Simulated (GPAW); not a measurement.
**AlN: single point with PBE**

Crystal: AlN.

```
Al N
1.0
     0.00000    2.03452    2.03452
     2.03452    0.00000    2.03452
     2.03452    2.03452    0.00000
Al N
1 1
Cartesian
  2.0251 2.0119 2.0581
  0.0118 -0.0113 -0.0079
```

The cell comes from a database or a generator and needn't be the stable form of this composition.

The cell isn't the ideal one: atoms moved at random, drawn with an rms of 0.05 Å.

| Property | Result |
| --- | --- |
| Program | GPAW 26.7.0 |
| Task | single point |
| Functional | PBE |
| Potentials or basis | GPAW PAW data sets (gpaw-data 1.2.1) |
| Cutoff | 800 eV |
| Basis | pw |
| k mesh | 11 × 11 × 11 |
| Occupations | fermi-dirac, width 0.05 eV |
| Spin | no spin polarisation |

- Pressure: 1.5 GPa
- Largest force: 0.274 eV/Å
- Band gap on the k mesh: 4.55 eV, indirect (least direct gap 5.40 eV)

Forces on the atoms (eV/Å):
```
Al   0.146  0.078 -0.218
N   -0.146 -0.078  0.218
```

Stress tensor (GPa, compression positive):
```
 1.49 -0.01  0.02
-0.01  1.30  0.01
 0.02  0.01  1.81
```

Levels at points of the mesh, in eV from the valence-band top:
```
           k point  band 1  band 2  band 3  band 4  band 5  band 6  band 7
(0.00, 0.00, 0.00)  -17.40   -0.01    0.00    0.00    5.40   12.08   12.08
```

It took 96 s on 1 thread of Arm Neoverse V1 (shared host), peak memory 0.36 GiB.

Caveat: an odd mesh through Γ misses points on the zone boundary, where band edges often lie.
